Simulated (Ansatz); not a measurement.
# SnSe, space group Fm-3m: a convergence test of the k-point mesh

With the Ansatz DFT code, driven from Python.

The cells in order, each with its output:

```python
import csv

import ansatz
```

```python
structure = (
    ansatz.Lattice.of([0.0, 3.01, 3.01], [3.01, 0.0, 3.01], [3.01, 3.01, 0.0])
    .atom("Sn", [0.0, 0.0, 0.0])
    .atom("Se", [0.5, 0.5, 0.5])
)

structure.resolved().tree()["lattice"]
```

    ((0.0, 3.01, 3.01), (3.01, 0.0, 3.01), (3.01, 3.01, 0.0))

```python
calc = (
    structure.calculation()
    .pseudopotentials("paw")
    .occupations("Fixed")
    .functional("PBEsol")
    .stress()
)
```

```python
rows = []
for value in [(2, 2, 2), (4, 4, 4), (6, 6, 6), (8, 8, 8)]:
    summary = calc.kpoints(mesh=value).run(threads=1).report
    rows.append((value, summary["free_energy_ev"] / len(summary["lattice"]["sites"]), summary["n_iterations"], sum(summary["stress_gpa"][i][i] for i in range(3)) / 3, summary["n_kpoints"]))
```

    DeckWarning: basis.ecutwfc = 420 eV, auto-derived from the records' recommended cutoffs: set by Sn (normal level)

```python
with open("kconv.csv", "w", newline="") as handle:
    writer = csv.writer(handle)
    writer.writerow(["mesh", "F/atom (eV)", "iterations", "P (GPa)", "k-points"])
    writer.writerows([round(v, 5) if isinstance(v, float) else v for v in row] for row in rows)
```

```python
# the last row is the reference
for row in rows[:-1]:
    shift = 1000 * (row[1] - rows[-1][1])
    print(f"{row[0]}: {shift:+.2f} meV/atom" + ("  (within 2 meV)" if abs(shift) < 2 else ""))
```

    (2, 2, 2): +580.51 meV/atom
    (4, 4, 4): -27.73 meV/atom
    (6, 6, 6): -9.36 meV/atom

`kconv.csv`, as written:
```csv
mesh,F/atom (eV),iterations,P (GPa),k-points
"(2, 2, 2)",-5686.84463,6,-3.35702,3
"(4, 4, 4)",-5687.45286,6,-3.29358,8
"(6, 6, 6)",-5687.43449,6,-2.26176,16
"(8, 8, 8)",-5687.42514,6,-1.93665,29
```

Caveats:
- Pressure is positive in compression.
- The starting cell is as deposited in a crystallographic database; the results hold for this polymorph, which needn't be the stable one.
- Warnings are shown shortened and without file and line.
- Shifts are counted from the finest mesh, which is itself no proven limit.
- Run time: 3.7 s on 1 thread of Arm Neoverse V2 (shared host), peak memory 0.38 GiB.
